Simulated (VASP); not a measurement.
# Te (R-3m) in VASP: settings compared, part 2 of 2

VASP 6.6.1. The steps go on from the part before.

## 3. Band structure, PBE, spin-orbit coupling, no magnetisation

Contents of POSCAR:

```
Te
1.0
    2.3059043427      1.3313144930      1.6909537039
   -2.3059043427      1.3313144930      1.6909537039
    0.0000000000     -2.6626289860      1.6909537039
Te
1
Direct
    0.5000000000      0.5000000000      0.5000000000
```

Contents of INCAR.step1:

```
ALGO     = Normal         # electronic algorithm
EDIFF    = 1E-6           # SCF threshold, eV
ENCUT    = 520            # plane-wave cutoff, eV
GGA      = PE             # functional
GGA_COMPAT= F            
ISIF     = 2              # what is computed and relaxed
ISMEAR   = -1             # smearing method
LASPH    = T              # aspherical terms in the spheres
LCHARG   = T              # write CHGCAR
LNONCOLLINEAR= T              # non-collinear magnetism
LORBIT   = 11             # projections on sites
LREAL    = F              # projectors in reciprocal space
LSORBIT  = T              # spin-orbit coupling
LWAVE    = F              # write WAVECAR
MAGMOM   = 0 0 0          # initial moments
NELM     = 60             # most SCF steps
PREC     = Accurate       # precision mode
SIGMA    = 0.05           # smearing width, eV
```

Contents of KPOINTS.step1:

```
k-points
0
Gamma
  7 7 7
```

Contents of INCAR.step2:

```
ALGO     = Normal         # electronic algorithm
EDIFF    = 1E-6           # SCF threshold, eV
ENCUT    = 520            # plane-wave cutoff, eV
GGA      = PE             # functional
GGA_COMPAT= F            
ICHARG   = 11             # starting density
ISIF     = 2              # what is computed and relaxed
ISMEAR   = 0              # smearing method
LASPH    = T              # aspherical terms in the spheres
LCHARG   = F              # write CHGCAR
LNONCOLLINEAR= T              # non-collinear magnetism
LORBIT   = 11             # projections on sites
LREAL    = F              # projectors in reciprocal space
LSORBIT  = T              # spin-orbit coupling
LWAVE    = F              # write WAVECAR
MAGMOM   = 0 0 0          # initial moments
NELM     = 60             # most SCF steps
PREC     = Accurate       # precision mode
SIGMA    = 0.05           # smearing width, eV
```

Contents of KPOINTS.step2:

```
path GPZQGFP1Q1LZ
20
line-mode
reciprocal
 0.0000000000  0.0000000000  0.0000000000  G
 0.4677709699 -0.5322290301  0.4677709699  P

 0.4677709699 -0.5322290301  0.4677709699  P
 0.5000000000 -0.5000000000  0.5000000000  Z

 0.5000000000 -0.5000000000  0.5000000000  Z
 0.4355419398  0.4355419398  0.4355419398  Q

 0.4355419398  0.4355419398  0.4355419398  Q
 0.0000000000  0.0000000000  0.0000000000  G

 0.0000000000  0.0000000000  0.0000000000  G
 0.5000000000 -0.5000000000  0.0000000000  F

 0.5000000000 -0.5000000000  0.0000000000  F
 0.5322290301 -0.4677709699 -0.4677709699  P1

 0.5322290301 -0.4677709699 -0.4677709699  P1
 0.5644580602 -0.4355419398 -0.4355419398  Q1

 0.5644580602 -0.4355419398 -0.4355419398  Q1
 0.5000000000  0.0000000000  0.0000000000  L

 0.5000000000  0.0000000000  0.0000000000  L
 0.5000000000 -0.5000000000  0.5000000000  Z
```

Potentials or basis: VASP PAW PBE potentials, release 64 (Te).

Run with:

```
> cat potpaw_PBE.64/Te/POTCAR > POTCAR
> cp INCAR.step1 INCAR
> cp KPOINTS.step1 KPOINTS
> mpirun -np 1 vasp_ncl > vasp.out
> cp INCAR.step2 INCAR
> cp KPOINTS.step2 KPOINTS
> mpirun -np 1 vasp_ncl > vasp.out
```

OUTCAR:

```text
EDIFF = 1E-6
   ENCUT = 520
   GGA = PE
   ICHARG = 11
   ISIF = 2
   ISMEAR = 0
   LASPH = T
   LNONCOLLINEAR = T
   LORBIT = 11
   LREAL = F
   LSORBIT = T
   NELM = 60
   PREC = Accurate

 ion  position               nearest neighbor table
   1  0.500  0.500  0.500-

  LATTYP: Found a trigonal (rhomboedric) cell.
 ALAT       =     3.1541904739
 COS(alpha) =    -0.0688991668

  Lattice vectors:

 A1 = (   2.3059043427,   1.3313144930,   1.6909537039)
 A2 = (  -2.3059043427,   1.3313144930,   1.6909537039)
 A3 = (   0.0000000000,  -2.6626289860,   1.6909537039)

Analysis of symmetry for initial positions (statically):
=====================================================================
 Subroutine PRICEL returns:
 Original cell was already a primitive cell.

 Routine SETGRP: Setting up the symmetry group for a
 trigonal (rhombohedral) supercell.

 Subroutine GETGRP returns: Found 12 space group operations
 (whereof 12 operations were pure point group operations)
 out of a pool of 12 trial point group operations.

The static configuration has the point symmetry D_3d.

Analysis of symmetry for dynamics (positions and initial velocities):
=====================================================================
 Subroutine PRICEL returns:
 Original cell was already a primitive cell.

 Routine SETGRP: Setting up the symmetry group for a
 trigonal (rhombohedral) supercell.

 Subroutine GETGRP returns: Found 12 space group operations
 (whereof 12 operations were pure point group operations)
 out of a pool of 12 trial point group operations.

The dynamic configuration has the point symmetry D_3d.

Analysis of structural, dynamic, and magnetic symmetry:
=====================================================================
 Subroutine PRICEL returns:
[... 552 lines left out ...]
      5       3.9262      1.00000
      6       3.9262      1.00000
      7       4.7238      1.00000
      8       4.7238      1.00000
      9      11.0424      0.00000
     10      11.0424      0.00000
     11      11.0794      0.00000
     12      11.0794      0.00000
     13      12.2271      0.00000
     14      12.2271      0.00000

 [... further k-points ...]

------------------------ aborting loop because EDIFF is reached ----------------------------------------

  FORCE on cell =-STRESS in cart. coord.  units (eV):
  Direction    XX          YY          ZZ          XY          YZ          ZX
  --------------------------------------------------------------------------------------
  -------------------------------------------------------------------------------------
  Total        6.7582705      6.7582705      6.3174518     -0.0000000      0.0000000      0.0000000
  in kB      347.6492029    347.6492030    324.9732423     -0.0000000      0.0000000      0.0000000
  external PRESSURE =     340.0905494 kB  Pullay stress =       0.0000000 kB

 VOLUME and BASIS-vectors are now :
 -----------------------------------------------------------------------------
  energy-cutoff  :      520.00
  volume of cell :       31.15
      direct lattice vectors                 reciprocal lattice vectors
     2.305904343  1.331314493  1.690953704     0.216834667  0.125189553  0.197127415
    -2.305904343  1.331314493  1.690953704    -0.216834667  0.125189553  0.197127415
     0.000000000 -2.662628986  1.690953704     0.000000000 -0.250379107  0.197127415

 POSITION                                       TOTAL-FORCE (eV/Angst)
 -----------------------------------------------------------------------------------
      0.00000      0.00000      2.53643         0.000000      0.000000     -0.000000
 -----------------------------------------------------------------------------------
    total drift:                                0.000000      0.000000     -0.000000

  FREE ENERGIE OF THE ION-ELECTRON SYSTEM (eV)
  ---------------------------------------------------
  free  energy   TOTEN  =        -2.1792015628 eV

  energy  without entropy=       -2.1785849740  energy(sigma->0) =       -2.17889327

 Spin-Orbit-Coupling matrix elements

 Ion:    1  E_soc:     -0.1915800
 l=   1
     0.0000000    -0.0330343    -0.0296866
    -0.0330343     0.0000000    -0.0330343
    -0.0296866    -0.0330343     0.0000000
 l=   2
     0.0000000     0.0000009     0.0000000     0.0000009    -0.0000311
     0.0000009     0.0000000    -0.0000015    -0.0000042     0.0000009
     0.0000000    -0.0000015     0.0000000    -0.0000015     0.0000000
     0.0000009    -0.0000042    -0.0000015     0.0000000     0.0000009
    -0.0000311     0.0000009     0.0000000     0.0000009     0.0000000
 l=   3
     0.0000000     0.0000000     0.0000000     0.0000000     0.0000000     0.0000000     0.0000000
     0.0000000     0.0000000     0.0000000     0.0000000     0.0000000     0.0000000     0.0000000
     0.0000000     0.0000000     0.0000000     0.0000000     0.0000000     0.0000000     0.0000000
     0.0000000     0.0000000     0.0000000     0.0000000     0.0000000     0.0000000     0.0000000
     0.0000000     0.0000000     0.0000000     0.0000000     0.0000000     0.0000000     0.0000000
     0.0000000     0.0000000     0.0000000     0.0000000     0.0000000     0.0000000     0.0000000
     0.0000000     0.0000000     0.0000000     0.0000000     0.0000000     0.0000000     0.0000000

 total charge

# of ion       s       p       d       tot
------------------------------------------
    1        1.502   1.940   0.017   3.459

 magnetization (x)

# of ion       s       p       d       tot
------------------------------------------
    1       -0.000  -0.000   0.000  -0.000

 magnetization (y)

# of ion       s       p       d       tot
------------------------------------------
    1        0.000   0.000   0.000   0.000

 magnetization (z)

# of ion       s       p       d       tot
------------------------------------------
    1        0.000   0.000   0.000   0.000
```

Wall time 78 s (1 thread of AMD EPYC 7R43 (Zen 3), shared host); peak memory 0.23 GiB.

Caveat: the log is that of the step along the path at fixed density, whose energy, stress, charges and moments have no meaning.

## 4. Band structure, LDA

Contents of INCAR:

```
PREC     = Accurate       # precision mode
ENCUT    = 520            # plane-wave cutoff, eV
EDIFF    = 1E-6           # SCF threshold, eV
ISMEAR   = -1             # smearing method
SIGMA    = 0.05           # smearing width, eV
LREAL    = False          # projectors in reciprocal space
LASPH    = True           # aspherical terms in the spheres
NELM     = 60             # most SCF steps
ALGO     = Normal         # electronic algorithm
ISIF     = 2              # what is computed and relaxed
LWAVE    = False          # write WAVECAR
LCHARG   = False          # write CHGCAR
NBANDS   = 9              # bands
```

Contents of KPOINTS:

```
Automatic mesh
0
Gamma
  9 9 9
```

POSCAR is that of step 3.

Contents of KPOINTS_OPT:

```
path GPZQGFP1Q1LZ
10
line-mode
reciprocal
 0.0000000000  0.0000000000  0.0000000000  G
 0.4677709699 -0.5322290301  0.4677709699  P

 0.4677709699 -0.5322290301  0.4677709699  P
 0.5000000000 -0.5000000000  0.5000000000  Z

 0.5000000000 -0.5000000000  0.5000000000  Z
 0.4355419398  0.4355419398  0.4355419398  Q

 0.4355419398  0.4355419398  0.4355419398  Q
 0.0000000000  0.0000000000  0.0000000000  G

 0.0000000000  0.0000000000  0.0000000000  G
 0.5000000000 -0.5000000000  0.0000000000  F

 0.5000000000 -0.5000000000  0.0000000000  F
 0.5322290301 -0.4677709699 -0.4677709699  P1

 0.5322290301 -0.4677709699 -0.4677709699  P1
 0.5644580602 -0.4355419398 -0.4355419398  Q1

 0.5644580602 -0.4355419398 -0.4355419398  Q1
 0.5000000000  0.0000000000  0.0000000000  L

 0.5000000000  0.0000000000  0.0000000000  L
 0.5000000000 -0.5000000000  0.5000000000  Z
```

Potentials or basis: VASP PAW LDA potentials, release 64 (Te).

Run with:

```
> cat potpaw_LDA.64/Te/POTCAR > POTCAR
> mpirun -np 1 vasp_std > vasp.out
```

Wall time 20 s (1 thread of AMD EPYC 7R43 (Zen 3), shared host); peak memory 0.12 GiB.

Results (log left out):

* Free energy: -3.7843 eV
* Pressure: -1.0 GPa
* Band gap along the path: none (metal or under the smearing width)

Stress tensor (GPa, compression positive):
```
-1.14  0.00  0.00
 0.00 -1.14  0.00
 0.00  0.00 -0.79
```

Levels at the corners of the path, in eV from the Fermi level:
| point | band 1 | band 2 | band 3 | band 4 | band 5 | band 6 | band 7 | band 8 | band 9 |
| --- | --- | --- | --- | --- | --- | --- | --- | --- | --- |
| Γ | -13.98 | 0.96 | 1.42 | 1.42 | 6.08 | 6.08 | 6.57 | 16.79 | 16.84 |
| P | -8.37 | -3.40 | -3.40 | -2.44 | 3.99 | 3.99 | 5.04 | 7.65 | 20.98 |
| P | -8.37 | -3.40 | -3.40 | -2.44 | 3.99 | 3.99 | 5.04 | 7.65 | 20.98 |
| Z | -8.28 | -3.41 | -3.41 | -2.45 | 3.89 | 3.89 | 5.36 | 7.07 | 21.22 |
| Z | -8.28 | -3.41 | -3.41 | -2.45 | 3.89 | 3.89 | 5.36 | 7.07 | 21.22 |
| Q | -8.61 | -3.38 | -3.38 | -2.42 | 4.28 | 4.28 | 4.66 | 8.85 | 20.39 |
| Q | -8.61 | -3.38 | -3.38 | -2.42 | 4.28 | 4.28 | 4.66 | 8.85 | 20.39 |
| Γ | -13.98 | 0.96 | 1.42 | 1.42 | 6.08 | 6.08 | 6.57 | 16.80 | 16.86 |
| Γ | -13.98 | 0.96 | 1.42 | 1.42 | 6.08 | 6.08 | 6.57 | 16.80 | 16.83 |
| F | -10.24 | -4.97 | -4.24 | 1.94 | 3.92 | 10.44 | 12.17 | 12.22 | 12.68 |
| F | -10.24 | -4.97 | -4.24 | 1.94 | 3.92 | 10.44 | 12.17 | 12.22 | 12.68 |
| P1 | -8.37 | -3.40 | -3.40 | -2.44 | 3.99 | 3.99 | 5.04 | 7.65 | 20.98 |
| P1 | -8.37 | -3.40 | -3.40 | -2.44 | 3.99 | 3.99 | 5.04 | 7.65 | 20.98 |
| Q1 | -8.61 | -3.38 | -3.38 | -2.42 | 4.28 | 4.28 | 4.66 | 8.85 | 20.39 |
| Q1 | -8.61 | -3.38 | -3.38 | -2.42 | 4.28 | 4.28 | 4.66 | 8.85 | 20.39 |
| L | -12.11 | -6.30 | 2.44 | 2.77 | 7.69 | 8.98 | 9.91 | 11.08 | 11.27 |
| L | -12.11 | -6.30 | 2.44 | 2.77 | 7.69 | 8.98 | 9.91 | 11.08 | 11.27 |
| Z | -8.28 | -3.41 | -3.41 | -2.45 | 3.89 | 3.89 | 5.36 | 7.07 | 21.22 |

Caveat: spin-orbit coupling is left out, which moves the levels of the heavy elements.

## 5. Band structure, LDA, spin-orbit coupling, no magnetisation

Contents of INCAR:

```
SYSTEM = Te
ALGO = Normal ; EDIFF = 1E-6
ENCUT = 520 ; GGA = CA
GGA_COMPAT = .FALSE. ; ISIF = 2
ISMEAR = -1 ; LASPH = .TRUE.
LCHARG = .FALSE. ; LNONCOLLINEAR = .TRUE.
LORBIT = 11 ; LREAL = .FALSE.
LSORBIT = .TRUE. ; LWAVE = .FALSE.
MAGMOM = 0 0 0 ; NELM = 60
PREC = Accurate ; SIGMA = 0.05
```

Contents of KPOINTS:

```
k-points
0
G
  7 7 7
  0 0 0
```

POSCAR is that of step 4.

Edit KPOINTS_OPT of step 4 so:

```diff
@@ -1,3 +1,3 @@
 path GPZQGFP1Q1LZ
-10
+15
 line-mode
```

Run with:

```
> cat potpaw_LDA.64/Te/POTCAR > POTCAR
> mpirun -np 1 vasp_ncl > vasp.out
```

Wall time 57 s (1 thread of AMD EPYC 7R43 (Zen 3), shared host); peak memory 0.17 GiB.

The run converged. Its results:

```
Free energy                                           : -3.8764 eV
Pressure                                              : -1.0 GPa
Valence electrons inside the program's atomic spheres : Te 3.29
```

Stress tensor (GPa, compression positive):
```
-1.12  0.00  0.00
 0.00 -1.12  0.00
 0.00  0.00 -0.67
```

## 6. Band structure, PBEsol

Contents of INCAR:

```
SYSTEM = Te
PREC = Accurate
ENCUT = 520
EDIFF = 1E-6
ISMEAR = -1
SIGMA = 0.05
LREAL = .FALSE.
LASPH = .TRUE.
NELM = 100
ALGO = Fast
ISIF = 2
LWAVE = .FALSE.
LCHARG = .FALSE.
GGA = PS
NBANDS = 9
```

Contents of KPOINTS:

```
Automatic mesh
0
G
  9 9 9
  0 0 0
```

POSCAR is that of step 5.

Edit KPOINTS_OPT of step 5 so:

```diff
@@ -1,3 +1,3 @@
 path GPZQGFP1Q1LZ
-15
+20
 line-mode
```

Potentials or basis: VASP PAW PBE potentials, release 64 (Te).

Run with:

```
> cat potpaw_PBE.64/Te/POTCAR > POTCAR
> mpirun -np 1 vasp_std > vasp.out
```

It took 29 s on 1 thread of AMD EPYC 7R43 (Zen 3), shared host; peak memory 0.14 GiB.

It converged, with:

```yaml
Free_energy: -3.5052 eV
Pressure: 0.0 GPa
Band_gap_along_the_path: none (metal or under the smearing width)
```

Stress tensor (GPa, compression positive):
```
-0.09  0.00  0.00
 0.00 -0.09  0.00
 0.00  0.00  0.05
```

Levels at the corners of the path, in eV from the Fermi level:
| point | band 1 | band 2 | band 3 | band 4 | band 5 | band 6 | band 7 | band 8 | band 9 |
| --- | --- | --- | --- | --- | --- | --- | --- | --- | --- |
| Γ | -13.99 | 0.97 | 1.44 | 1.44 | 6.06 | 6.06 | 6.55 | 16.80 | 16.90 |
| P | -8.32 | -3.42 | -3.42 | -2.46 | 3.95 | 3.95 | 5.01 | 7.62 | 21.76 |
| P | -8.32 | -3.42 | -3.42 | -2.46 | 3.95 | 3.95 | 5.01 | 7.62 | 21.75 |
| Z | -8.24 | -3.43 | -3.43 | -2.47 | 3.85 | 3.85 | 5.32 | 7.03 | 22.09 |
| Z | -8.24 | -3.43 | -3.43 | -2.47 | 3.85 | 3.85 | 5.32 | 7.03 | 22.08 |
| Q | -8.57 | -3.40 | -3.40 | -2.44 | 4.23 | 4.23 | 4.62 | 8.83 | 21.03 |
| Q | -8.57 | -3.40 | -3.40 | -2.44 | 4.23 | 4.23 | 4.62 | 8.83 | 21.03 |
| Γ | -13.99 | 0.97 | 1.44 | 1.44 | 6.06 | 6.06 | 6.55 | 16.80 | 16.85 |
| Γ | -13.99 | 0.97 | 1.44 | 1.44 | 6.06 | 6.06 | 6.55 | 16.79 | 17.03 |
| F | -10.21 | -5.00 | -4.26 | 1.88 | 3.97 | 10.51 | 12.20 | 12.29 | 12.66 |
| F | -10.21 | -5.00 | -4.26 | 1.88 | 3.97 | 10.51 | 12.20 | 12.29 | 12.66 |
| P1 | -8.32 | -3.42 | -3.42 | -2.46 | 3.95 | 3.95 | 5.01 | 7.62 | 21.75 |
| P1 | -8.32 | -3.42 | -3.42 | -2.46 | 3.95 | 3.95 | 5.01 | 7.62 | 21.75 |
| Q1 | -8.57 | -3.40 | -3.40 | -2.44 | 4.23 | 4.23 | 4.62 | 8.83 | 21.03 |
| Q1 | -8.57 | -3.40 | -3.40 | -2.44 | 4.23 | 4.23 | 4.62 | 8.83 | 21.03 |
| L | -12.11 | -6.34 | 2.47 | 2.80 | 7.70 | 8.98 | 9.89 | 11.16 | 11.35 |
| L | -12.11 | -6.34 | 2.47 | 2.80 | 7.70 | 8.98 | 9.89 | 11.16 | 11.34 |
| Z | -8.24 | -3.43 | -3.43 | -2.47 | 3.85 | 3.85 | 5.32 | 7.03 | 22.08 |

Caveat: the PAW data sets were made with another functional, which shifts forces and pressure a little; spin-orbit coupling is left out, which moves the levels of the heavy elements.

## 7. Overview

| level | potentials or basis | spin | k mesh | pressure (GPa) |
| --- | --- | --- | --- | --- |
| PBE | VASP PAW PBE potentials, release 64 (Te) | off | 9 × 9 × 9 | 2.6 |
| PBE | VASP PAW PBE potentials, release 64 (Te) | SOC, no magnetisation | 7 × 7 × 7 | - |
| LDA | VASP PAW LDA potentials, release 64 (Te) | off | 9 × 9 × 9 | -1.0 |
| LDA | VASP PAW LDA potentials, release 64 (Te) | SOC, no magnetisation | 7 × 7 × 7 | -1.0 |
| PBEsol | VASP PAW PBE potentials, release 64 (Te) | off | 9 × 9 × 9 | 0.0 |

Alike in all rows: task band structure; cell as given; cutoff (eV) 520; smearing fermi-dirac 0.05 eV.

Caveats: spin-orbit coupling is left out, which moves the levels of the heavy elements (some runs); the PAW data sets were made with another functional, which shifts forces and pressure a little (some runs).

Total energies depend on the potentials used, so only differences within one code and one set of settings carry meaning.
